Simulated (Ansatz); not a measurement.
**Re: a single-point run**

The task is a single-point run on Re. The structure is shown as the input types it.

Method: DFT, PBE, all-electron PAW with datasets made for the crystal, scalar-relativistic, in Ansatz 0.2.0.

5 further runs of the same task are left out: 5 that didn't finish.

## (1) The structure to begin with

Symmetry: P-1, No. 2, triclinic system. Conventional cell: a = 2.732 Å, b = 2.768 Å, c = 6.841 Å, α = 88.71°, β = 79.02°, γ = 61.30°. Around Re (site symmetry -1) lie 12 Re at 2.71 to 2.81 Å. Around Re (site symmetry 1) lie 12 Re at 2.70 to 2.81 Å.

Cell or atoms stand a little off a more symmetric structure (R-3m at a tolerance of 0.3 Å), so results at this geometry aren't those of that ideal crystal.

Coordinates:

```
Re
1.0
     1.49639    0.92025    6.73135
    -1.27146    0.87873    6.68983
     0.07651   -1.49754    6.67464
Re
3
Direct
  0.00000 0.00000 0.00000
  0.22217 0.22217 0.22217
  0.77783 0.77783 0.77783
```

## (2) Running it

input.yaml

```yaml
crystal:
  lattice:
    - [1.4963873998, 0.9202463732, 6.7313520619]
    - [-1.271458905, 0.8787286786, 6.6898343673]
    - [0.0765088692, -1.4975376878, 6.6746378364]
  atoms:
    - { symbol: Re, position: [0.0, 0.0, 0.0] }
    - { symbol: Re, position: [0.22217388, 0.22217388, 0.22217388] }
    - { symbol: Re, position: [0.77782612, 0.77782612, 0.77782612] }
kpoints:
  mp_grid: { grid: [15, 15, 15] }
scf:
  occupations: { method: fermi_dirac, width: 0.05 }
hamiltonian:
  xc: pbe
  pseudopotentials: { kind: all_electron, datasets: crystal }
output:
  forces: true
  stress: true
  eigenvalues: true
  efg: { contact_densities: true }
```

The run is started by

```bash
$ ansatz run input.yaml --threads 1 --pin off --max-ram 6144MiB --backend cpu --events-out ev --progress --plain --runs-dir out
```

What happens when this is run?

The program refused the input before any cycle. Its message: «memory limit exceeded: the `scf loop` phase needs 17.88 GiB against the run's memory maximum of 6.00 GiB; largest carriers: site augmentations 16.75 GiB, wavefunctions 0.37 GiB, ion tables 0.35 GiB ...»

The memory limit is under what the program plans for this job. It asks for 17.88 GiB, and 6.00 GiB are there.

What to do: raise the memory limit.
